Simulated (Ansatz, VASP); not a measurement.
# KTaO3 in two plane-wave programs

Aim: how closely do two programs agree when they are given the same cell, functional and k mesh? The cell is taken from a series of runs on this material, whose earlier steps may have relaxed, scaled, displaced or heated it; both programs get it as it stands.

Main program and level: Ansatz 0.2.0; plane waves, with VASP 6.6.1 beside it; single point at PBEsol and dielectric response at PBEsol.

### 1. Set-up

Symmetry: Pm-3m, No. 221, cubic system. The conventional cell has a = 3.985 Å, b = 3.985 Å, c = 3.985 Å, α = 90.00°, β = 90.00°, γ = 90.00°. K has 12 O at 2.82 Å nearest. Nearest to Ta lie 6 O at 1.99 Å. Nearest to O lie 2 Ta at 1.99 Å and 4 K at 2.82 Å. Farther neighbours and most contacts between anions are not listed.

### 2. VASP: single point, PBEsol

A single point gives forces, pressure and levels at one fixed geometry, so differences don't come from the geometry; what else differs is listed under the comparison.

Lines of VASP's logs that name or quote its potential files are left out, and so is its time.

Input file INCAR:

```
SYSTEM = KTaO3
PREC = Accurate
ENCUT = 520
EDIFF = 1E-06
NELM = 120
ISMEAR = 0
SIGMA = 0.01
LREAL = .FALSE.
ALGO = Normal
GGA = PS
NBANDS = 25
LASPH = .TRUE.
LORBIT = 11
LWAVE = .FALSE.
LCHARG = .FALSE.
ISIF = 2
GGA_COMPAT = .FALSE.
EFERMI = MIDGAP
KPAR = 2
```

Input file POSCAR:

```
KTaO3
1.0
    3.9853823095      0.0000000000      0.0000000000
    0.0000000000      3.9853823095      0.0000000000
    0.0000000000      0.0000000000      3.9853823095
K Ta O
1 1 3
Direct
    0.5000000000      0.5000000000      0.5000000000
    0.0000000000      0.0000000000      0.0000000000
    0.5000000000      0.0000000000      0.0000000000
    0.0000000000      0.5000000000      0.0000000000
    0.0000000000      0.0000000000      0.5000000000
```

Input file KPOINTS:

```
Automatic mesh
0
Gamma
6 6 6
0 0 0
```

PAW data sets: K_sv, Ta_pv and O (PBE family, release 64).

Launch:

```sh
> mpirun -np 2 vasp_std
```

Numbers of over 12 decimals in the logs are rounded to 6 here.

Output:

```text
[banner, memory and clock lines left out]
running    2 mpi-ranks, on    1 nodes
 distrk:  each k-point on    1 cores,    2 groups
 distr:  one band on    1 cores,    1 groups

 POSCAR found type information on POSCAR K TaO
 POSCAR found :  3 types and       5 ions
|                                                                             |
|               ----> ADVICE to this user running VASP <----                  |
|                                                                             |
|     You enforced a specific xc type in the INCAR file but a different       |
|     [... a line on the potential file left out ...]
|     I HOPE YOU KNOW WHAT YOU ARE DOING!                                     |
|                                                                             |

 LDA part: xc-table for (Slater+PW92), standard interpolation
 POSCAR, INCAR and KPOINTS ok, starting setup
 FFT: planning ... GRIDC
 FFT: planning ... GRID_SOFT
 FFT: planning ... GRID
 WAVECAR not read
 entering main loop
       N       E                     dE             d eps       ncg     rms          rms(c)
DAV:   1     0.324568872743E+03    0.32457E+03   -0.20990E+04  1000   0.152E+03
DAV:   2    -0.324976006596E+02   -0.35707E+03   -0.34928E+03  1193   0.430E+02
DAV:   3    -0.500440938180E+02   -0.17546E+02   -0.17484E+02  1375   0.937E+01
DAV:   4    -0.507211990335E+02   -0.67711E+00   -0.67637E+00  1671   0.112E+01
DAV:   5    -0.507250876734E+02   -0.38886E-02   -0.38883E-02  1310   0.850E-01    0.340E+01
DAV:   6    -0.431702055720E+02    0.75549E+01   -0.35595E+01  1313   0.407E+01    0.138E+01
DAV:   7    -0.429989708664E+02    0.17123E+00   -0.20690E+00  1243   0.917E+00    0.918E+00
DAV:   8    -0.429325104864E+02    0.66460E-01   -0.37992E-01  1330   0.515E+00    0.210E+00
DAV:   9    -0.429206090255E+02    0.11901E-01   -0.30018E-02  1273   0.134E+00    0.288E-01
DAV:  10    -0.429194185483E+02    0.11905E-02   -0.10184E-02  1428   0.680E-01    0.541E-02
DAV:  11    -0.429194404556E+02   -0.21907E-04   -0.61851E-04  1350   0.165E-01    0.290E-02
DAV:  12    -0.429194615394E+02   -0.21084E-04   -0.38349E-05  1451   0.521E-02    0.662E-03
DAV:  13    -0.429194604180E+02    0.11214E-05   -0.42788E-06  1238   0.176E-02    0.572E-03
DAV:  14    -0.429194602903E+02    0.12766E-06   -0.12435E-06   981   0.720E-03
   1 F= -.42919460E+02 E0= -.42919460E+02  d E =0.000000E+00
```

OUTCAR, selected parts (step 2):

```text
ion  position               nearest neighbor table
   1  0.500  0.500  0.500-   3 2.82   4 2.82   5 2.82   3 2.82   4 2.82   3 2.82   5 2.82   3 2.82
                             4 2.82   5 2.82   4 2.82   5 2.82   2 3.45   2 3.45   2 3.45   2 3.45
   2  0.000  0.000  0.000-   3 1.99   4 1.99   5 1.99   5 1.99   4 1.99   3 1.99   1 3.45   1 3.45
                             1 3.45   1 3.45   1 3.45   1 3.45   1 3.45   1 3.45
   3  0.500  0.000  0.000-   2 1.99   2 1.99   1 2.82   1 2.82   1 2.82   1 2.82
   4  0.000  0.500  0.000-   2 1.99   2 1.99   1 2.82   1 2.82   1 2.82   1 2.82
   5  0.000  0.000  0.500-   2 1.99   2 1.99   1 2.82   1 2.82   1 2.82   1 2.82

  LATTYP: Found a simple cubic cell.
 ALAT       =     3.9853823095

 Subroutine GETGRP returns: Found 48 space group operations
 (whereof 48 operations were pure point group operations)

The static configuration has the point symmetry O_h .

 Found     20 irreducible k-points:

   k-points           NKPTS =     20   k-points in BZ     NKDIM =     20   number of bands    NBANDS=     25

   dimension x,y,z NGX =    30 NGY =   30 NGZ =   30
   dimension x,y,z NGXF=    60 NGYF=   60 NGZF=   60

   ENCUT  =  520.0 eV  38.22 Ry    6.18 a.u.   7.41  7.41  7.41*2*pi/ulx,y,z

   NELECT =      38.0000    total number of electrons

 k-points in reciprocal lattice and weights: Automatic mesh
   0.00000000  0.00000000  0.00000000       0.005
   0.16666667  0.00000000  0.00000000       0.028
   0.33333333  0.00000000  0.00000000       0.028
   0.50000000  0.00000000  0.00000000       0.014
   0.16666667  0.16666667  0.00000000       0.056
   0.33333333  0.16666667  0.00000000       0.111
   0.50000000  0.16666667  0.00000000       0.056
   0.33333333  0.33333333  0.00000000       0.056
   0.50000000  0.33333333  0.00000000       0.056
[...]
0.50000000  0.50000000  0.33333333       0.028
   0.50000000  0.50000000  0.50000000       0.005

 average (electrostatic) potential at core
       1 -32.5241       2 -40.4485       3 -71.8500       4 -71.8500       5 -71.8500

 E-fermi :   2.7225

 k-point     1 :       0.0000    0.0000    0.0000
  band No.  band energies     occupation
    ...
     15       0.6006      2.00000
     16       0.6006      2.00000
     17       1.0564      2.00000
     18       1.0564      2.00000
     19       1.0564      2.00000
     20       3.7666      0.00000
     21       3.7666      0.00000
     22       3.7666      0.00000
     23       8.1388      0.00000
     24       8.4541      0.00000
    ...

 k-point     2 :       0.1667    0.0000    0.0000
  band No.  band energies     occupation
    ...
     15       0.1910      2.00000
     16       0.3662      2.00000
     17       0.4737      2.00000
     18       0.9405      2.00000
     19       0.9405      2.00000
     20       3.8062      0.00000
     21       4.5839      0.00000
     22       4.5839      0.00000
     23       8.4684      0.00000
     24       8.5811      0.00000
    ...

 k-point     3 :       0.3333    0.0000    0.0000
  band No.  band energies     occupation
    ...
     15      -0.4325      2.00000
     16      -0.2905      2.00000
     17       0.2366      2.00000
     18       0.8563      2.00000
     19       0.8563      2.00000
     20       3.8881      0.00000
     21       5.9812      0.00000
     22       5.9812      0.00000
     23       8.4878      0.00000
     24       9.4939      0.00000
    ...

  Total        0.2899018      0.2899018      0.2899018      0.0000000      0.0000000     -0.0000000
  in kB        7.3375580      7.3375580      7.3375580      0.0000000      0.0000000     -0.0000000
  external PRESSURE =       7.3375580 kB  Pullay stress =       0.0000000 kB

  energy-cutoff  :      520.00
  volume of cell :       63.30
      direct lattice vectors                 reciprocal lattice vectors
     3.985382309  0.000000000  0.000000000     0.250916957  0.000000000  0.000000000
     0.000000000  3.985382309  0.000000000     0.000000000  0.250916957  0.000000000
     0.000000000  0.000000000  3.985382309     0.000000000  0.000000000  0.250916957

 POSITION                                       TOTAL-FORCE (eV/Angst)
 -----------------------------------------------------------------------------------
      1.99269      1.99269      1.99269         0.000000      0.000000      0.000000
      0.00000      0.00000      0.00000         0.000000      0.000000      0.000000
      1.99269      0.00000      0.00000         0.000000      0.000000      0.000000
      0.00000      1.99269      0.00000         0.000000      0.000000      0.000000
      0.00000      0.00000      1.99269         0.000000      0.000000      0.000000
 -----------------------------------------------------------------------------------
    total drift:                                0.000000     -0.000000      0.000000

  FREE ENERGIE OF THE ION-ELECTRON SYSTEM (eV)
  ---------------------------------------------------
  free  energy   TOTEN  =       -42.9194602903 eV

  energy  without entropy=      -42.9194602903  energy(sigma->0) =      -42.91946029

 total charge
# of ion       s       p       d       tot
------------------------------------------
    1        1.960   5.587   0.050   7.596
    2        0.349   6.362   2.076   8.788
    3        1.558   3.502   0.000   5.060
    4        1.558   3.502   0.000   5.060
    5        1.558   3.502   0.000   5.060
--------------------------------------------------
tot          6.983  22.455   2.126  31.564

[... 3 further parts left out ...]
```

The PAW data sets were made with PBE, which is usual practice but a small mismatch for other functionals.

### 3. Ansatz: single point, PBEsol

Ansatz runs on its default PAW (the set named soft_2) files.

The same cell, functional and mesh now go to Ansatz, which takes its cutoff from its data sets.

Input file input.yaml:

```yaml
crystal:
  lattice:
    - [3.9853823095, 0.0, 0.0]
    - [0.0, 3.9853823095, 0.0]
    - [0.0, 0.0, 3.9853823095]
  atoms:
    - { symbol: K, position: [0.5, 0.5, 0.5] }
    - { symbol: Ta, position: [0.0, 0.0, 0.0] }
    - { symbol: O, position: [0.5, 0.0, 0.0] }
    - { symbol: O, position: [0.0, 0.5, 0.0] }
    - { symbol: O, position: [0.0, 0.0, 0.5] }
kpoints:
  mp_grid: { grid: [6, 6, 6] }
  band_path:
    path:
      - [[0.0, 0.0, 0.0], [0.0, 0.5, 0.0], [0.5, 0.5, 0.0], [0.0, 0.0, 0.0], [0.5, 0.5, 0.5], [0.0, 0.5, 0.0]]
      - [[0.5, 0.5, 0.0], [0.5, 0.5, 0.5]]
    npoints: 10
scf:
  occupations: { method: fixed }
  n_extra_bands: 9
hamiltonian:
  xc: pbesol
  pseudopotentials: { kind: paw }
output:
  optics:
    e_range: [0, 14]
    de: 0.025
    sigma: 0.1
    nscf_kmesh: { grid: [8, 8, 8] }
    kdotp_interpolation: "on"
    bands: { spectra_wanted_up_to: 14 }
  write_bands: true
```

Launch:

```sh
> ansatz run input.yaml --threads 4 --pin off --max-ram 8192MiB --backend cpu --events-out ev --progress --plain --runs-dir out
```

Output:

```text
scf.n_extra_bands = 9 over 20 filled bands (N_el = 40.0): the run solves 29 bands
Engine: ansatz 0.2.0, x86_64-unknown-linux-gnu
Pseudopotentials: kind: paw
Pseudopotential: K, paw, valence charge 9, recommended cutoff 420 eV (normal), K.paw.azcp
Pseudopotential: Ta, paw, valence charge 13, recommended cutoff 420 eV (normal), Ta.paw.azcp
Pseudopotential: O, paw, valence charge 6, recommended cutoff 420 eV (normal), O.paw.azcp
Functional definition: PBEsol
  exchange = pbesol_x
  correlation = pbesol_c
Crystal: 5 atoms, lattice volume = 63.301 Å³
Basis set: ecut = 420 eV, 1237 PW (Γ)
Bands: 29, of which v1, the nominal top of the filled ones, is band 20 counted from 1 (19 counted from 0)
Symmetry: 48 space group operations
Space group: Pm-3m (ITA 221), of the structure as read, at distance tolerance 4.0e-5 Å
k-points: 20 of 216
Non-local potential: K, projectors of the file, l = 0: 3, l = 1: 2, l = 2: 2
Non-local potential: Ta, projectors of the file, l = 0: 3, l = 1: 2, l = 2: 2, l = 3: 1
Non-local potential: O, projectors of the file, l = 0: 2, l = 1: 2, l = 2: 1
PAW form: soft (Blöchl's): semilocal exchange-correlation on the pseudo side does not see the compensation charge
PAW frozen core: K, regenerated for the run's functional, and the local potential with it (the file was generated under x = pbe(κ = 0.804, μ = 0.219515), c = pbe(β = 0.066725))
PAW frozen core: Ta, regenerated for the run's functional, and the local potential with it (the file was generated under x = pbe(κ = 0.804, μ = 0.219515), c = pbe(β = 0.066725))
PAW frozen core: O, regenerated for the run's functional, and the local potential with it (the file was generated under x = pbe(κ = 0.804, μ = 0.219515), c = pbe(β = 0.066725))
PAW one-centre angular grid: K, 110 points (default); XC on 64 Gauss nodes
PAW one-centre angular grid: Ta, 590 points (default); XC on 64 Gauss nodes
PAW one-centre angular grid: O, 110 points (default); XC on 64 Gauss nodes
Initial density: superposition of atomic densities (neutral atoms: chi_scale 0, normalization atom), corrected by the library's trained network
Initial wavefunctions: pseudopotential atomic-orbital guess
Functional: x = pbesol(κ = 0.804, μ = 0.123457), c = pbesol(β = 0.046)
SCF iter   1: F=—  HF=-13011.110020 eV  |F-HF|=—  |Δ(HF+E_count)|=         —  Δρ=1.72e-2  dr2=1.62e-1  ethr=1.77e-3  ⟨swp⟩=4.7  Hψ=2380  notcnv=0  defer=127
preconditioner: auto → Resta (q_TF=auto, 2.527 Å⁻¹)  ε∞=4.0  [insulator: Δε(μ)=1.866 eV  Ē_g=14.871 eV  n_scr=18 (ndim 8)  ℏωp=25.6 eV  f_vac=0.012  ε∞_Penn≈4.0]
SCF iter   2: F=—  HF=-13011.074632 eV  |F-HF|=—  |Δ(HF+E_count)|=   3.54e-2  Δρ=5.11e-3  dr2=1.24e-2  ethr=4.06e-4  ⟨swp⟩=2.1  Hψ=997  notcnv=0  defer=130
SCF iter   3: F=—  HF=-13011.071801 eV  |F-HF|=—  |Δ(HF+E_count)|=   2.83e-3  Δρ=1.27e-3  dr2=8.00e-4  ethr=3.09e-5  ⟨swp⟩=2.0  Hψ=783  notcnv=0  defer=133
SCF iter   4: F=—  HF=-13011.071795 eV  |F-HF|=—  |Δ(HF+E_count)|=   6.48e-6  Δρ=1.97e-4  dr2=1.76e-5  ethr=2.00e-6  ⟨swp⟩=2.0  Hψ=881  notcnv=0  defer=133
SCF iter   5: F=—  HF=-13011.071814 eV  |F-HF|=—  |Δ(HF+E_count)|=   1.88e-5  Δρ=3.40e-5  dr2=1.18e-6  ethr=4.39e-8  ⟨swp⟩=2.4  Hψ=831  notcnv=0  defer=67
SCF iter   6: F=—  HF=-13011.071811 eV  |F-HF|=—  |Δ(HF+E_count)|=   2.93e-6  Δρ=1.29e-5  dr2=1.40e-7  ethr=2.95e-9  ⟨swp⟩=2.5  Hψ=864  notcnv=0  defer=66
SCF iter   7: F=—  HF=-13011.071811 eV  |F-HF|=—  |Δ(HF+E_count)|=   7.68e-8  Δρ=2.34e-6  dr2=2.29e-9  ethr=3.50e-10  ⟨swp⟩=2.0  Hψ=790  notcnv=0  defer=66
SCF iter   8: F=—  HF=-13011.071811 eV  |F-HF|=—  |Δ(HF+E_count)|=   1.23e-9  Δρ=3.57e-7  dr2=4.85e-11  ethr=5.73e-12  ⟨swp⟩=2.0  Hψ=765  notcnv=0  defer=66
SCF iter   9: F=-13011.071811 eV  HF=-13011.071811 eV  |F-HF|=5.46e-12  |Δ(HF+E_count)|=  6.37e-11  Δρ=3.77e-8  dr2=5.62e-13  ethr=1.00e-12  ⟨swp⟩=8.0  Hψ=2264  notcnv=0
SCF 1 converged in 9 iterations: F = -13011.071811 eV  dr2 = 5.62e-13
  greatest PAW one-centre occupation: 1.000 electrons in one spin orbital (limit 2), on the Ta atom at site 1 (counted from 0), in its partial waves of l = 0
NSCF: frozen V_eff on 62 k-points
NSCF: frozen V_eff on 35 k-points
output.optics: what the bands over the 43 summed would add to eps1, eps2 and the energy-loss function is held between a lower and an upper bound (9 Lanczos steps). eps1, eps2 and their loss function (loss_summed_bands) are given on every row as the summed bands alone make them. Along an axis, on a row where the two bounds hold the loss function to about 1 % of the greater of itself and 0.5 % of |1/eps|, its cell (loss_completed) is given, with the completed eps1 and eps2 that it is formed of (a cell that is left empty reads nan in the table and null in the record). The two bounds hold it so along every axis on all 561 rows up to 14.000 eV. [rest of the remark cut]
SCF converged after 9 iterations
Free energy (F): -13011.071811 eV
Harris-Foulkes:  -13011.071811 eV  (|F-HF|=5.46e-12)
Internal energy: -13011.071811 eV  (E = F + TS)
E sigma→0 (E₀):  -13011.071811 eV
Fermi energy:    8.677334 eV
--- Per-component energies (eV) ---
  E_band       = -254.824257
  E_kinetic    = 1143.219702
  E_local      = -2218.069542  (includes V_loc(G=0)·N_el)
  E_nonlocal   = 175.033422
  E_hartree    = 772.624472
  E_xc         = -569.365080
  E_vxc        = -648.456793  (∫ρ·V_xc dr)
  E_paw        = -9491.546679  (= ΣΔE_a)
  E_vpaw       = -251.807374  (= ΣTr[D̂ρ^β])
  E_aug_tail   = 0.007376  (compensation charges beyond the density's cutoff)
  E_ewald      = -2823.402877
  E_core_change = 0.427395  (= ΣΔE_core)
  E_smearing   = -0.000000  (= −TS)
  E_closure    = 0.000000  (closes the sum)
  Σ components = -13011.071811   (vs F -13011.071811, Δ=0.00e0)
--- Band table (eV; the first three rows and the last of 20) ---
  k-point 0: bands = [... 16 lower, 7.6078, 8.0651, 8.0651, 8.0651, 10.8115, 10.8115, 10.8115, 15.1468, ... 5 higher]
  k-point 1: bands = [... 16 lower, 7.3774, 7.4809, 7.9502, 7.9502, 10.8509, 11.6219, 11.6219, 15.5177, ... 5 higher]
  k-point 2: bands = [... 16 lower, 6.7222, 7.2455, 7.8665, 7.8665, 10.9326, 13.0135, 13.0135, 15.5379, ... 5 higher]
  k-point 19: bands = [... 16 lower, 4.7416, 8.6773, 8.6773, 8.6773, 15.1799, 15.1799, 15.1799, 17.4823, ... 5 higher]
```

### 4. Side by side

Known differences besides the potentials themselves: fixed occupations in Ansatz, narrow Gaussian smearing in VASP; the data sets hold 40 valence electrons in Ansatz (on its default PAW (the set named soft_2) files) and 38 in VASP; the cutoff is 420 eV in Ansatz and 520 eV in VASP; Ansatz makes its cores anew for this functional, VASP keeps those of its PBE data sets. Total energies have different zeros and are not compared.

Both answers:

```tsv
quantity	Ansatz	VASP	difference
gap on the k mesh (eV)	2.134	2.088	+0.046
```

A gap on the mesh is an upper bound, since the band edges may lie between its points; neither run holds spin-orbit coupling, which can move the band edges of a compound of Ta.

(Part 1 of 2 ends here.)

[Lines on the potential files, build, host, timing and source positions are cut from VASP's logs without a mark.]

[Logs are printed without paths, hosts, clocks, repeated set-up lines and the standing remarks that a program may print on its own settings, such as how far it seeks lower states.]

[Hosts, paths, dates, database ids (printed as entryN), source tags and the programs' standing remarks are cut or masked in the printed files.]
